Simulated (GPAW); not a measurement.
# PbSe (Clausthalite) (Fm-3m) in GPAW: notebook

One crystal, PbSe (Clausthalite), is run at these levels: vdW-DF, M06-L, BP86; tasks: equation of state, band structure.

All numbers are computed with GPAW 26.7.0; they aren't measurements. Logs are shortened: lines on timing, memory, paths and dates and some standing lists are left out, and cuts for length are marked. The log counts tension as positive stress, the text compression.

**Measured values to compare with.**

From a printed reference work, monograph, for a bulk crystal of PbSe: band gap 0.28 eV (direct) at 300 K; band gap 0.15 eV (direct) at 4.2 K.

The runs below are set against these values where they give the same quantity.

## (1) The crystal as given

The structure is cubic, space group Fm-3m (No. 225). Conventional cell: a = 6.121 Å, b = 6.121 Å, c = 6.121 Å, α = 90.00°, β = 90.00°, γ = 90.00°. Pb (site symmetry m-3m) is surrounded by 6 Se at 3.06 Å. Se (site symmetry m-3m) has 6 Pb at 3.06 Å as nearest neighbours.

## (2) Equation of state, vdW-DF

run.py

```python
from ase.eos import EquationOfState
from ase.io import Trajectory
from ase.spacegroup import crystal
from ase.units import GPa
from gpaw import GPAW, PW

# Pb 4a
# Se 4b
atoms = crystal(['Pb', 'Se'],
                basis=[[0.0, 0.0, 0.0],
                       [0.5, 0.0, 0.0]],
                spacegroup=225, setting=1,  # Fm-3m
                cellpar=[6.1213, 6.1213, 6.1213, 90.0, 90.0, 90.0],
                primitive_cell=True)

traj = Trajectory('eos.traj', 'w')
volumes, energies = [], []
for x in [0.94, 0.96, 0.98, 1.0, 1.02, 1.04, 1.06]:
    a = atoms.copy()
    a.set_cell(atoms.cell * x**(1 / 3), scale_atoms=True)
    calc = GPAW(mode=PW(600),
                xc={'name': 'vdW-DF', 'backend': 'libvdwxc'},
                kpts={'size': (6, 6, 6), 'gamma': True},
                occupations={'name': 'fermi-dirac', 'width': 0.05},
                nbands=19,
                convergence={'density': 1e-05, 'energy': 1e-05},
                maxiter=150,
                txt=f'eos-{x:.2f}.txt')
    a.calc = calc
    energies.append(a.get_potential_energy(force_consistent=True))
    volumes.append(a.get_volume())
    calc.write(f'eos-{x:.2f}.gpw')
    traj.write(a)
    print(f'{x:.2f} {volumes[-1]:10.4f} A^3 {energies[-1]:14.6f} eV', flush=True)

v0, e0, B = EquationOfState(volumes, energies, eos='birchmurnaghan').fit()
print(f'V0 = {v0:.4f} A^3, E0 = {e0:.6f} eV, B0 = {B / GPa:.2f} GPa')
```

Potentials or basis: GPAW PAW data sets (gpaw-data 1.2.1), pw.

On the command line:

```console
$ OMP_NUM_THREADS=1 python run.py
```

What it wrote:

```text
__  _  _
 | _ |_)|_||  |
 |__||  | ||/\| - 26.7.0

Input parameters:
  mode=PW(ecut=600.0),
  convergence={'density': 1e-05, 'energy': 1e-05},
  kpts=MonkhorstPack(size=(6, 6, 6), gamma=True),
  maxiter=150,
  nbands=19,
  occupations=Occupations(name='fermi-dirac', width=0.05),
  xc=XC(name='vdW-DF', backend='libvdwxc')

Diagonalizing LCAO Hamiltonian
Converting LCAO to pw mode

                Se

       Pb

Atoms  # Å, Bohr magnetons
|   | symbol |        x |        y |        z |    initial magnetic moments |
|---|--------|----------|----------|----------|-----------------------------|
| 0 |     Pb | 0.000000 | 0.000000 | 0.000000 | ( 0.0000,  0.0000,  0.0000) |
| 1 |     Se | 3.019285 | 3.019285 | 3.019285 | ( 0.0000,  0.0000,  0.0000) |

Unit cell  # Å
| periodic |        x |        y |        z |  lengths |    angles |
|----------|----------|----------|----------|----------|-----------|
|      yes | 0.000000 | 3.019285 | 3.019285 | 4.269914 | 60.000000 |
|      yes | 3.019285 | 0.000000 | 3.019285 | 4.269914 | 60.000000 |
|      yes | 3.019285 | 3.019285 | 0.000000 | 4.269914 | 60.000000 |

Number of symmetries: 48
Symmetry operations  # r_c * U_cc + t_c -> r_c
|    | kind |            matrix            |
|----|------|------------------------------|
|  0 |  σ   |  1, 0, 0,  1, 0,-1,  1,-1, 0 |
|  1 |  C2  |  1, 0, 0,  1,-1, 0,  1, 0,-1 |
|  2 |  E   |  1, 0, 0,  0, 1, 0,  0, 0, 1 |
|  3 |  σ   |  1, 0, 0,  0, 0, 1,  0, 1, 0 |
|  4 |  C4  |  1, 0,-1,  1, 0, 0,  1,-1, 0 |
|  5 |  S6  |  1, 0,-1,  1,-1, 0,  1, 0, 0 |
|  6 |  σ   |  1, 0,-1,  0, 1,-1,  0, 0,-1 |
|  7 |  C3  |  1, 0,-1,  0, 0,-1,  0, 1,-1 |
|  8 |  S6  |  1,-1, 0,  1, 0, 0,  1, 0,-1 |
|  9 |  C4  |  1,-1, 0,  1, 0,-1,  1, 0, 0 |
| 10 |  C3  |  1,-1, 0,  0,-1, 1,  0,-1, 0 |
| 11 |  σ   |  1,-1, 0,  0,-1, 0,  0,-1, 1 |
| 12 |  σ   |  0, 1, 0,  1, 0, 0,  0, 0, 1 |
| 13 |  C4  |  0, 1, 0,  0, 1,-1, -1, 1, 0 |
| 14 |  C3  |  0, 1, 0,  0, 0, 1,  1, 0, 0 |
| 15 |  S6  |  0, 1, 0, -1, 1, 0,  0, 1,-1 |
| 16 |  C2  |  0, 1,-1,  1, 0,-1,  0, 0,-1 |
| 17 |  σ   |  0, 1,-1,  0, 1, 0, -1, 1, 0 |
| 18 |  S4  |  0, 1,-1,  0, 0,-1,  1, 0,-1 |
| 19 |  C4  |  0, 1,-1, -1, 1, 0,  0, 1, 0 |
| 20 |  C3  |  0, 0, 1,  1, 0, 0,  0, 1, 0 |
| 21 |  σ   |  0, 0, 1,  0, 1, 0,  1, 0, 0 |
| 22 |  S6  |  0, 0, 1,  0,-1, 1, -1, 0, 1 |
| 23 |  C4  |  0, 0, 1, -1, 0, 1,  0,-1, 1 |
| 24 |  S4  |  0, 0,-1,  1, 0,-1,  0, 1,-1 |
| 25 |  C3  |  0, 0,-1,  0, 1,-1,  1, 0,-1 |
| 26 |  C2  |  0, 0,-1,  0,-1, 0, -1, 0, 0 |
| 27 |  S6  |  0, 0,-1, -1, 0, 0,  0,-1, 0 |
| 28 |  S4  |  0,-1, 1,  1,-1, 0,  0,-1, 0 |
| 29 |  C4  |  0,-1, 1,  0, 0, 1, -1, 0, 1 |
| 30 |  C2  |  0,-1, 1,  0,-1, 0,  1,-1, 0 |
| 31 |  σ   |  0,-1, 1, -1, 0, 1,  0, 0, 1 |
| 32 |  C3  |  0,-1, 0,  1,-1, 0,  0,-1, 1 |
| 33 |  S6  |  0,-1, 0,  0, 0,-1, -1, 0, 0 |
| 34 |  S4  |  0,-1, 0,  0,-1, 1,  1,-1, 0 |
| 35 |  C2  |  0,-1, 0, -1, 0, 0,  0, 0,-1 |
| 36 |  C2  | -1, 1, 0,  0, 1, 0,  0, 1,-1 |
| 37 |  S6  | -1, 1, 0,  0, 1,-1,  0, 1, 0 |
| 38 |  S4  | -1, 1, 0, -1, 0, 1, -1, 0, 0 |
| 39 |  C3  | -1, 1, 0, -1, 0, 0, -1, 0, 1 |
| 40 |  S6  | -1, 0, 1,  0, 0, 1,  0,-1, 1 |
| 41 |  C2  | -1, 0, 1,  0,-1, 1,  0, 0, 1 |
| 42 |  C3  | -1, 0, 1, -1, 1, 0, -1, 0, 0 |
| 43 |  S4  | -1, 0, 1, -1, 0, 0, -1, 1, 0 |
| 44 |  C2  | -1, 0, 0,  0, 0,-1,  0,-1, 0 |
| 45 |  i   | -1, 0, 0,  0,-1, 0,  0, 0,-1 |
| 46 |  σ   | -1, 0, 0, -1, 1, 0, -1, 0, 1 |
| 47 |  C2  | -1, 0, 0, -1, 0, 1, -1, 1, 0 |

BZ-sampling:
  Number of BZ points: 216
  Number of IBZ points: 16

  Monkhorst-Pack size: [6, 6, 6]
  Monkhorst-Pack shift: [0.08333333333333333, 0.08333333333333333, 0.08333333333333333]

K-points  # in reciprocal-cell coordinates
|     |                                coordinates |     weight |
|-----|--------------------------------------------|------------|
|   0 | (  0.00000000,   0.00000000,   0.00000000) | 0.00462963 |
|   1 | (  0.16666667,   0.16666667,   0.00000000) | 0.02777778 |
|   2 | (  0.16666667,   0.16666667,   0.16666667) | 0.03703704 |
|   3 | (  0.33333333,   0.16666667,   0.16666667) | 0.05555556 |
|   4 | (  0.33333333,   0.33333333,  -0.33333333) | 0.05555556 |
|   5 | (  0.33333333,   0.33333333,   0.00000000) | 0.02777778 |
|   6 | (  0.33333333,   0.33333333,   0.16666667) | 0.11111111 |
|   7 | (  0.33333333,   0.33333333,   0.33333333) | 0.03703704 |
|   8 | (  0.50000000,   0.33333333,  -0.33333333) | 0.11111111 |
|   9 | (  0.50000000,   0.33333333,  -0.16666667) | 0.05555556 |
| ... |                                            |            |
|  15 | (  0.50000000,   0.50000000,   0.50000000) | 0.01851852 |

Plane wave coefficients: 1868
Cutoff: 600.0 eV

Spin-components: 1 (collinear spins)
Bands:           19
Projectors:      11
Spin-degeneracy: 2
Datatype:        complex128

Parallelization:
  kpt:    1
  domain: 1
  band:   1

Density:
  Valence electrons: 20.0
  Components: 1
  Grid points: [25 25 25]
  Charge: 0.0  # |e|

Potential:
  Grid points: [25 25 25]

species:
  Pb:
    name:    Lead
    Z:       82.0
    valence: 14
    core:    68
    charge:  0.0  # [|e|]
    compensation charges:
      type: gauss
      rc: 0.38  # [Å]
      lmax: 2
    cutoffs:
      filter: 2.36  # [Å]
      core: 2.43  # [Å]
    projectors
    | kind |    occ | energy [eV] | rcut [Å] |
    |------|--------|-------------|----------|
    |   6s |  2.000 |     -11.901 |    1.259 |
    |   6p |  2.000 |      -3.435 |    1.275 |
    |   5d | 10.000 |     -21.184 |    1.217 |
    |    s |        |      15.310 |    1.259 |
    |    p |        |      23.776 |    1.275 |
    |    d |        |       6.028 |    1.217 |

    Using partial waves for Pb as LCAO basis

  Se:
    name:    Selenium
    Z:       34.0
    valence: 6
    core:    28
    charge:  0.0  # [|e|]
    compensation charges:
      type: gauss
      rc: 0.27  # [Å]
      lmax: 2
    cutoffs:
      filter: 1.77  # [Å]
      core: 2.67  # [Å]
    projectors
    | kind |    occ | energy [eV] | rcut [Å] |
    |------|--------|-------------|----------|
    |   4s |  2.000 |     -17.218 |    0.847 |
    |   4p |  4.000 |      -6.473 |    1.005 |
    |    s |        |       9.994 |    0.847 |
    |    p |        |      20.738 |    1.005 |
    |    d |        |       0.000 |    0.847 |

    Using partial waves for Se as LCAO basis

Reference energy: -633393.709828  # eV

eigensolver:
  PPCG
  Converge bands: occupied
  niter=2

density mixing:
  MSR1-Mixer
  Pratt-step length: 0.05
  Maximum mixing coefficient: 0.75
  Old densities: 10
  SVD Regularization: 0.005
  Good broyden scale: 1.0
  Trust region scale: 1.0
  Backstep threshold: 4.0
  History deletion threshold: 6.0
  Fourier metric: weight=20.0, sigma=0.015

occupation numbers:
  Fermi-Dirac:
    width: 0.0500  # eV

poisson solver:
  ecut: 4800.0  # eV

xc functional:
  name: vdW-DF with libvdwxc
  Mode: serial
  Semilocal: GGA_X_PBE_R+LDA_C_PW with 2 nearest neighbor stencil
  Local blocksize: 50 x 50 x 50
  PAW datasets: revPBE

convergence criteria:
- Maximum integral of absolute [dens]ity change: 1e-05 electrons / valence electron
- Maximum [total energy] change in last 3 cyles: 1e-05 eV / valence electron
- Maximum integral of absolute [eigenst]ate change: 4e-08 eV^2 / valence electron
maximum number of iterations: 150

SCF iterations
|iter     | |      energy | eigst |  dens |
|---------|-|-------------|-------|-------|
|iter:   1| | -141.147413 | -0.25 |       |
|iter:   2| | -141.080704 | -2.01 | -1.20 |
|iter:   3| | -140.868165 | -1.70 | -1.25 |
|iter:   4| | -140.871911 | -3.30 | -1.88 |
|iter:   5| | -140.873423 | -3.95 | -2.24 |
|iter:   6| | -140.873551 | -5.30 | -2.99 |
|iter:   7| | -140.873558c| -6.71 | -3.68 |
|iter:   8| | -140.873559c| -7.50c| -4.33 |
|iter:   9| | -140.873559c| -7.71c| -5.12c|

Converged in 9 steps
Energy contributions relative to reference atoms: (reference = -633393.709828)

Energy contributions:
  Kinetic:          30.953612
  Coulomb:         -29.079825
  Zero:             -0.558917
  External:          0.000000
  Xc:             -142.187911
  Entropy:          -0.001037
  Spinorbit:         0.000000
  ----------------------------
  Free energy:    -140.874078
  Extrapolated:   -140.873559

dipole moment: (-25.328639, -25.328639, -25.328639)  # |e|*Ang

Fermi level: 6.948
Eigenvalues  # (at kpt = [0.000, 0.000, 0.000])
| band index |      eig [eV] | occ [0-2] |
|------------|---------------|-----------|
|          0 |       -10.427 |     2.000 |
|        ... |               |           |
|          2 |       -10.425 |     2.000 |
|          3 |       -10.425 |     2.000 |
|          4 |       -10.425 |     2.000 |
|          5 |        -7.166 |     2.000 |
|          6 |         0.591 |     2.000 |
|          7 |         4.670 |     2.000 |
|          8 |         4.670 |     2.000 |
|          9 |         4.670 |     2.000 |
|         10 |        11.523 |     0.000 |
|         11 |        11.523 |     0.000 |
|         12 |        11.523 |     0.000 |
|         13 |        13.323 |     0.000 |
|         14 |        13.323 |     0.000 |
|         15 |        13.323 |     0.000 |
|         16 |        15.170 |     0.000 |
|         17 |        15.750 |     0.000 |
|         18 |        15.894 |     0.000 |

Gap: 0.244 eV
Transition (v -> c):
  (s=0, k=15, n=9, [0.50, 0.50, 0.50]) -> (s=0, k=15, n=10, [0.50, 0.50, 0.50])
No difference between direct/indirect transitions
# Writing to eos-0.96.gpw (mode='')
```

It took 81 s on 1 thread of Arm Neoverse V1, shared host; peak memory 0.35 GiB.

Results:

| Quantity | Value |
| --- | --- |
| Equilibrium volume | 31.79 Å³/atom (rough: see the caveat) |
| Bulk modulus | 41 GPa (rough) |

Energy against volume, from the lowest point:
```
volume (Å³/atom)  energy (meV/atom)
          26.951             120.33
          27.524              87.78
          28.097              60.92
          28.671              39.18
          29.244              22.07
          29.818               9.19
          30.391               0.00
```

Caveat: the minimum lies outside the volumes run; the PAW data sets were made with another functional, which shifts forces and pressure a little.

## (3) Band structure, M06-L, spin-orbit coupling, no magnetisation

run.py

```python
import numpy as np
from ase.dft.bandgap import bandgap
from ase.io import write
from ase.spacegroup import crystal
from ase.units import GPa
from gpaw import GPAW, PW
from gpaw.spinorbit import soc_eigenstates

# Pb 4a
# Se 4b
atoms = crystal(['Pb', 'Se'],
                basis=[[0.0, 0.0, 0.0],
                       [0.5, 0.0, 0.0]],
                spacegroup=225, setting=1,  # Fm-3m
                cellpar=[6.1213, 6.1213, 6.1213, 90.0, 90.0, 90.0],
                primitive_cell=True)

calc = GPAW(mode=PW(600),
            xc='M06-L',
            kpts={'size': (6, 6, 6), 'gamma': True},
            occupations={'name': 'fermi-dirac', 'width': 0.05},
            nbands=19,
            convergence={'density': 1e-05, 'energy': 1e-05},
            maxiter=150,
            txt='gpaw.txt')
atoms.calc = calc
energy = atoms.get_potential_energy()
forces = atoms.get_forces()
stress = atoms.get_stress()
calc.write('gs.gpw')
write('result.traj', atoms)
print(f'Energy: {energy:.6f} eV')
print('Forces (eV/A):')
print(forces.round(4))
print('Stress (GPa):', (stress / GPa).round(3))
print('Fermi level:', round(calc.get_fermi_level(), 4), 'eV')
print(f'Gap: {bandgap(calc)[0]:.4f} eV, direct: {bandgap(calc, direct=True)[0]:.4f} eV')

path = atoms.cell.bandpath('GXWKGLUWLK,UX', npoints=80, eps=1e-4)
bs_calc = calc.fixed_density(kpts=path, symmetry='off', nbands=31,
                             convergence={'bands': 'CBM+6.0', 'eigenstates': 1e-6}, txt='bands.txt')
bs = bs_calc.band_structure()
bs.write('bs.json')
print(f'Gap on the path: {bandgap(bs_calc)[0]:.4f} eV')

soc = soc_eigenstates(bs_calc, theta=0, phi=0, ignore_xc_potential=True)
np.savetxt('soc_bands.dat', soc.eigenvalues(), fmt='%.4f')
mesh = soc_eigenstates('gs.gpw', theta=0, phi=0, ignore_xc_potential=True)
np.savetxt('soc_mesh.dat', mesh.eigenvalues(), fmt='%.4f')
print('Fermi level with spin-orbit coupling:', round(mesh.fermi_level, 4), 'eV')
```

Potentials or basis: GPAW PAW data sets (gpaw-data 1.2.1), pw.

On the command line:

```console
$ OMP_NUM_THREADS=1 python run.py
```

Wall time 3.2 min (1 thread of Arm Neoverse V1, shared host); peak memory 0.46 GiB.

Results (log left out):

* Free energy: -19.8161 eV
* Pressure: 5.1 GPa
* Band gap on the k mesh: 0.24 eV, direct
* Band gap along the path: 0.29 eV, direct

Levels at the corners of the path, in eV from the valence-band top:
```csv
point,band 16,band 17,band 18,band 19,band 20,band 21,band 22,band 23,band 24,band 25
Γ,-2.18,-1.45,-1.45,-1.45,-1.45,3.25,3.25,6.18,6.18,6.18
X,-4.90,-3.31,-3.31,-2.75,-2.75,3.54,3.54,4.85,4.85,6.54
W,-4.26,-3.95,-3.95,-0.56,-0.56,2.18,2.18,5.03,5.03,5.10
K,-4.48,-2.66,-2.66,-2.05,-2.05,3.27,3.27,4.47,4.47,5.70
Γ,-2.18,-1.45,-1.45,-1.45,-1.45,3.25,3.25,6.18,6.18,6.18
L,-1.42,-1.19,-1.19,0.00,0.00,0.29,0.29,1.83,1.83,2.98
U,-4.48,-2.66,-2.66,-2.05,-2.05,3.27,3.27,4.47,4.47,5.70
W,-4.26,-3.95,-3.95,-0.56,-0.56,2.18,2.18,5.03,5.03,5.10
L,-1.42,-1.19,-1.19,0.00,0.00,0.29,0.29,1.83,1.83,2.98
K,-4.48,-2.66,-2.66,-2.05,-2.05,3.27,3.27,4.47,4.47,5.70
U,-4.48,-2.66,-2.66,-2.05,-2.05,3.27,3.27,4.47,4.47,5.70
X,-4.90,-3.31,-3.31,-2.75,-2.75,3.54,3.54,4.85,4.85,6.54
```

Caveat: spin-orbit coupling was added after a scalar SCF, so levels and gaps hold it while energy, forces, pressure and moments don't; this program's spin-orbit splittings come out too wide for heavy elements; the PAW data sets were made with another functional, which shifts forces and pressure a little.

(Continued in part 2 of 2.)
